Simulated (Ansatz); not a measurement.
# As (R-3m) in Ansatz: settings compared, part 2 of 2

Ansatz 0.2.0.

## (4) Single point, r2SCAN0 form with a typed share of exact exchange

File input.yaml:

```yaml
crystal:
  lattice:
    - [1.8807968987, 1.0858785957, 3.5140619945]
    - [-1.8807968987, 1.0858785957, 3.5140619945]
    - [0.0, -2.1717571915, 3.5140619945]
  atoms:
    - { symbol: As, position: [0.226, 0.226, 0.226] }
    - { symbol: As, position: [0.774, 0.774, 0.774] }
hamiltonian:
  xc: { exchange: r2scan, correlation: r2scan, exx: { coeff: 0.5 } }
  pseudopotentials: { kind: paw }
kpoints:
  mp_grid: { grid: [5, 5, 5] }
scf:
  occupations: { method: fermi_dirac, width: 0.05 }
output:
  forces: true
  stress: true
  eigenvalues: true
```

Potentials or basis: Ansatz PAW.

The run is started by

```bash
$ ansatz run input.yaml --threads 2 --pin off --max-ram 5632MiB --backend cpu --events-out ev --progress --plain --runs-dir out
```

The log of the run:

```text
Warning: output.stress: scf.convergence.dr2_threshold = 1e-7 eV (the SCF's general default) is looser than the 2e-10 eV advised for a printed stress (1e-10 eV for each atom of the cell: 2). What an SCF threshold leaves in a stress goes as its square root, and in the free energy as the threshold itself, and one threshold admits the most on a small cell: of the crystals measured, under no hybrid functional and no lock of the moments, on runs that ended without the residual-converged pass, on stresses that held no estimate of that error, the worst erred by over 100 MPa in a component at 1e-7 eV an atom and by under 5 at 1e-10. Set scf.convergence.dr2_threshold to 2e-10 eV or tighter. The threshold is an SCF's pass mark: one that does not reach it within its budget of iterations ends unconverged, or closes short of it on a stop that the run arms, and scf.convergence.dr2_threshold's page says what that costs each kind of run
Warning: output.stress: scf.exx.energy_threshold = 1e-6 eV is looser than the 2e-8 eV advised for a stress under a hybrid functional (1e-8 eV for each atom of the cell: 2). Every SCF of the exchange loop can meet its threshold on dr2 while the loop round them stops early: no threshold on dr2 bounds what that leaves in the stress. Set scf.exx.energy_threshold to 2e-8 eV or tighter. The threshold is the loop's pass mark: a loop that does not reach it within its budget of cycles ends unconverged, and scf.exx.energy_threshold's page has the law
Warning: RAYON_NUM_THREADS=2 ignored (pool sized by the plan → 2); use --threads N
Engine: ansatz 0.2.0, aarch64-unknown-linux-gnu
Pseudopotentials: kind: paw
Pseudopotential: As, paw, valence charge 15, recommended cutoff 500 eV (meta_gga), As.paw.azcp
Functional definition: unnamed
  parameter a_1 = 0.5
  exchange = (1 - a_1)*r2scan_x + a_1*exact_x
  correlation = r2scan_c
Crystal: 2 atoms, lattice volume = 43.061 Å³
Basis set: ecut = 500 eV, 1111 PW (Γ), exchange–correlation on 128×128×128 points (64 copies of the dense FFT grid, shifted against one another)
Bands: 19, of which v1, the nominal top of the filled ones, is band 15 counted from 1 (14 counted from 0)
Symmetry: 12 space group operations
Space group: R-3m (ITA 166), of the structure as read, at distance tolerance 3.5e-5 Å
k-points: 19 of 125
Non-local potential: As, projectors of the file, l = 0: 2, l = 1: 2, l = 2: 3, l = 3: 1
PAW form: soft (Blöchl's): semilocal exchange-correlation on the pseudo side does not see the compensation charge
PAW frozen core: As, regenerated for the run's functional, and the local potential with it (the file was generated under x = pbe(κ = 0.804, μ = 0.2195149727645171), c = pbe(β = 0.06672455060314922))
PAW one-centre angular grid: As, 590 points (default); XC on 160 Gauss nodes
Initial density: superposition of atomic densities (neutral atoms: chi_scale 0, normalization atom), corrected by the library's trained network
Initial wavefunctions: pseudopotential atomic-orbital guess
Functional: x = r2scan, c = r2scan; τ floored in thin density (d = 2e-4 eV/Å³), warm-up for x = 0.5 r2scan + 0.5 exact, c = r2scan; τ floored in thin density (d = 2e-4 eV/Å³)
SCF iter   1: F=—  HF=-9729.152758 eV  |F-HF|=—  |Δ(HF+E_count)|=         —  Δρ=2.20e-3  dr2=1.24e-3  dr2_τ=2.45e-3  ethr=1.77e-3  ⟨swp⟩=6.9  Hψ=1395  notcnv=0
preconditioner: auto → none  [insulator: Δε(μ)=0.140 eV  Ē_g=10.863 eV  σ=0.050 eV  W_gap=0.61  n_scr=14 (ndim 8)  ℏωp=17.9 eV  f_vac=0.007  D(μ)=0.61/eV (n_scr^D=0)]
SCF iter   2: F=—  HF=-9729.163669 eV  |F-HF|=—  |Δ(HF+E_count)|=   1.09e-2  Δρ=1.28e-3  dr2=4.28e-4  dr2_τ=9.56e-6  ethr=4.12e-6  ⟨swp⟩=4.0  Hψ=1200  notcnv=0
SCF iter   3: F=—  HF=-9729.163991 eV  |F-HF|=—  |Δ(HF+E_count)|=   3.22e-4  Δρ=5.62e-4  dr2=7.97e-5  dr2_τ=1.83e-6  ethr=1.43e-6  ⟨swp⟩=2.4  Hψ=656  notcnv=0
iter 4 solved again at ethr=4.09e-9 eV; its pass at ethr=2.66e-7 eV (dr2=1.23e-6 eV) is discarded
SCF iter   4: F=—  HF=-9729.164076 eV  |F-HF|=—  |Δ(HF+E_count)|=   8.49e-5  Δρ=6.21e-5  dr2=1.07e-6  dr2_τ=4.09e-8  ethr=4.09e-9  ⟨swp⟩=4.0  Hψ=1668  notcnv=0
eigensolver tolerance schedule: the retry pair's looser diagonalisation over-reported the residual by 0.15 of it (diagonalisation noise at 0.15 of the residual, at the tolerance the schedule requests for it); recorded, not acted on — ethr = c·dr2/N_el stays at c = 1.0e-1
SCF iter   5: F=—  HF=-9729.164076 eV  |F-HF|=—  |Δ(HF+E_count)|=   8.20e-7  Δρ=1.27e-5  dr2=2.51e-8  dr2_τ=1.34e-9  ethr=3.56e-9  ⟨swp⟩=3.5  Hψ=759  notcnv=0
SCF iter   6: F=—  HF=-9729.164077 eV  |F-HF|=—  |Δ(HF+E_count)|=   5.75e-8  Δρ=2.32e-6  dr2=2.42e-9  dr2_τ=7.13e-11  ethr=8.36e-11  ⟨swp⟩=4.0  Hψ=990  notcnv=0
SCF iter   7: F=-9729.164077 eV  HF=-9729.164077 eV  |F-HF|=3.64e-12  |Δ(HF+E_count)|=  9.53e-10  Δρ=6.00e-7  dr2=5.10e-11  dr2_τ=1.79e-12  ethr=8.06e-12  ⟨swp⟩=3.2  Hψ=748  notcnv=0
SCF 1 converged in 7 iterations: F = -9729.164077 eV  dr2 = 5.10e-11
[... 35 lines left out ...]
SCF iter   1: F=—  HF=-9725.669831 eV  |F-HF|=—  |Δ(HF+E_count)|=         —  Δρ=1.60e-5  dr2=3.15e-7  dr2_τ=1.08e-9  ethr=2.74e-7  ⟨swp⟩=3.2  Hψ=750  notcnv=0
preconditioner: auto → none  [insulator: Δε(μ)=1.554 eV  Ē_g=14.116 eV  σ=0.050 eV  W_gap=1.00  n_scr=14 (ndim 8)  ℏωp=17.5 eV  f_vac=0.006  D(μ)=0.00/eV (n_scr^D=0)]
SCF iter   2: F=—  HF=-9725.669832 eV  |F-HF|=—  |Δ(HF+E_count)|=   1.64e-7  Δρ=7.14e-6  dr2=2.30e-7  dr2_τ=2.37e-10  ethr=2.76e-10  ⟨swp⟩=4.0  Hψ=1280  notcnv=0
SCF iter   3: F=—  HF=-9725.669832 eV  |F-HF|=—  |Δ(HF+E_count)|=   6.46e-7  Δρ=5.77e-6  dr2=8.58e-8  dr2_τ=1.04e-10  ethr=3.59e-11  ⟨swp⟩=4.0  Hψ=1282  notcnv=0
SCF iter   4: F=—  HF=-9725.669833 eV  |F-HF|=—  |Δ(HF+E_count)|=   2.32e-7  Δρ=7.28e-6  dr2=2.82e-8  dr2_τ=2.46e-10  ethr=3.59e-11  ⟨swp⟩=4.0  Hψ=879  notcnv=0
SCF iter   5: F=—  HF=-9725.669833 eV  |F-HF|=—  |Δ(HF+E_count)|=   1.47e-8  Δρ=1.02e-6  dr2=2.25e-9  dr2_τ=9.93e-12  ethr=3.59e-11  ⟨swp⟩=4.0  Hψ=910  notcnv=0
Mixer restart at iter 5: flushing history
SCF iter   6: F=—  HF=-9725.669833 eV  |F-HF|=—  |Δ(HF+E_count)|=   7.67e-9  Δρ=1.40e-6  dr2=1.24e-9  dr2_τ=8.33e-12  ethr=1.00e-12  ⟨swp⟩=4.0  Hψ=1209  notcnv=0
SCF iter   7: F=-9725.669833 eV  HF=-9725.669833 eV  |F-HF|=2.91e-11  |Δ(HF+E_count)|=  7.57e-10  Δρ=2.74e-7  dr2=4.56e-11  dr2_τ=1.38e-12  ethr=1.00e-12  ⟨swp⟩=4.0  Hψ=1037  notcnv=0
SCF 5 converged in 7 iterations: F = -9725.669833 eV  dr2 = 4.56e-11
  Residual-converged pass: ⟨swp⟩=2.0  Hψ=636  notcnv=0  max |occ|·‖R‖ = 2.5e-7 eV (tolerance 2.7e-7 eV)  dr2=4.58e-11  dr2_τ=1.40e-12  dr2_onsite=1.80e-11  max |Δocc| = 4.4e-16
hybrid outer 4: dexx = +1.832e-6 eV, tail = 7.18e-9 eV, Δε = 1.78e-3 eV (about 1.06e-4 eV left of the loop's levels), ΔF = 1.88e-4 eV/Å (tail 1.53e-4)
hybrid SCF converged: 4 outer / 22 inner (+7 warm-up), last move |dexx| = 1.83e-6 eV, tail = 7.18e-9 eV
Stability not checked: this state was not tested for a lower state beside it, because the functional holds exact exchange (a hybrid, or Hartree-Fock), whose exchange loop this test does not read (fock_operator; see scf.lower_state_search)
Free energy (F): -9725.669833 eV
Frozen-core exchange: fock
Harris-Foulkes:  -9725.669833 eV  (|F-HF|=2.91e-11)
Internal energy: -9725.669832 eV  (E = F + TS)
E sigma→0 (E₀):  -9725.669832 eV
Entropy (-TS):   -0.000000 eV (-0.000 meV/atom)
Fermi energy:    10.971394 eV
--- Per-component energies (eV) ---
  E_band       = -676.493217
  E_kinetic    = 201.664376
  E_local      = -3343.954376  (includes V_loc(G=0)·N_el)
  E_nonlocal   = -1342.192701
  E_hartree    = 1854.844177
  E_xc         = -82.476385
  E_vxc        = -88.897100  (∫ρ·V_xc dr)
  E_exx        = -269.517289  (= α·E_x^exact, valence–valence)
  E_paw        = -3483.537624  (= ΣΔE_a)
  E_vpaw       = 723.871897  (= ΣTr[D̂ρ^β])
  E_aug_tail   = -0.000012  (compensation charges beyond the density's cutoff)
  E_vtau       = 2.360804  (kinetic-family band-sum trace: ∫τ·v_τ [+ j·A + Jᵃ·Aᵃ] dr)
  E_ewald      = -3256.407433
  E_core_change = -4.092566  (= ΣΔE_core)
  E_smearing   = -0.000000  (= −TS)
  E_closure    = -0.000000  (closes the sum)
  Σ components = -9725.669833   (vs F -9725.669833, Δ=-1.82e-12)
--- Forces (eV/Å), atoms counted from 1 ---
  atom   1  As    -0.00000000     0.00000000    -0.40934500
  atom   2  As     0.00000000    -0.00000000     0.40934500
  max |Σ_I F_I| component: 2.89e-19 eV/Å
--- Stress (GPa, compression-positive) ---
       -2.461823      -0.000000      -0.000000
        0.000000      -2.461823      -0.000000
       -0.000000      -0.000000      -0.278639
  P = ⅓ Tr σ = -1.7341 GPa (-17.341 kbar)
--- Band table (eV; the first three rows and the last of 19) ---
  k-point 0: bands = ["-34.6957", "-34.6957", "-34.6426", "-34.6426", "-34.5887", "-34.5609", "-34.5609", "-34.5351", "-34.5260", "-34.5260", "-9.0446", "2.8368", "6.3991", "7.0350", "7.0350", "13.5642", "15.2354", "15.2354", "19.5280"]
  k-point 1: bands = ["-34.6923", "-34.6844", "-34.6376", "-34.6329", "-34.5887", "-34.5669", "-34.5594", "-34.5532", "-34.5315", "-34.5254", "-8.3900", "0.6030", "6.1827", "6.6018", "7.6008", "13.5080", "14.5703", "14.6656", "18.1964"]
  k-point 2: bands = ["-34.6860", "-34.6609", "-34.6231", "-34.6111", "-34.5922", "-34.5859", "-34.5825", "-34.5543", "-34.5416", "-34.5321", "-6.5207", "-3.0383", "5.9815", "6.0458", "8.8768", "11.7488", "12.5800", "13.5135", "20.2627"]
  k-point 18: bands = ["-34.6858", "-34.6779", "-34.6339", "-34.6294", "-34.5870", "-34.5683", "-34.5605", "-34.5553", "-34.5394", "-34.5333", "-6.9201", "-2.5194", "3.4724", "6.2363", "8.5805", "13.9956", "14.0489", "17.0709", "20.0564"]
```

It took 34 s on 2 threads of Arm Neoverse V1, shared host; peak memory 1 GiB.

Results:

```
Free energy            : -9725.6698 eV
Pressure               : -1.7 GPa
Largest force          : 0.409 eV/Å
Band gap on the k mesh : 1.55 eV, indirect (least direct gap 1.94 eV)
```

Forces on the atoms (eV/Å):
```
As   0.000  0.000 -0.409
As   0.000  0.000  0.409
```

Levels at points of the mesh, in eV from the valence-band top:
| k point | band 12 | band 13 | band 14 | band 15 | band 16 | band 17 | band 18 | band 19 |
| --- | --- | --- | --- | --- | --- | --- | --- | --- |
| (0.00, 0.00, 0.00) | -7.36 | -3.79 | -3.16 | -3.16 | 3.37 | 5.04 | 5.04 | 9.33 |

Caveat: odd divisions of the mesh miss points on the zone boundary, where band edges often lie, so the gap on the mesh can be too wide; the PAW data sets come from PBE, with cores solved anew for the run's functional, which leaves a small shift of forces and pressure; the thresholds are loose for stress.

## (5) The runs side by side

| level | share of exact exchange | gap on the mesh (eV) | pressure (GPa) | largest force (eV/Å) |
| --- | --- | --- | --- | --- |
| r2SCAN0 | 0.25 | 0.75 | -0.2 | 0.21 |
| r2SCAN0 form with a typed share of exact exchange | 0.35 | 1.05 | -0.8 | 0.29 |
| r2SCAN0 form with a typed share of exact exchange | 0.5 | 1.55 | -1.7 | 0.41 |

Alike in all rows: task single point; potentials or basis Ansatz PAW; no spin polarisation; cell as given; k mesh 5 × 5 × 5; cutoff (eV) 500; smearing fermi-dirac 0.05 eV.

On the cell as given the gap runs from 0.75 eV (r2SCAN0) to 1.55 eV (r2SCAN0 form with a typed share of exact exchange). The pressure there spans -1.7 GPa (r2SCAN0 form with a typed share of exact exchange) to -0.2 GPa (r2SCAN0); a positive pressure means that this level wants a larger cell, a negative one a smaller.

Caveats: odd divisions of the mesh miss points on the zone boundary, where band edges often lie, so the gap on the mesh can be too wide; the PAW data sets come from PBE, with cores solved anew for the run's functional, which leaves a small shift of forces and pressure; the thresholds are loose for stress.

Total energies depend on the potentials used, so only differences within one code and one set of settings carry meaning.
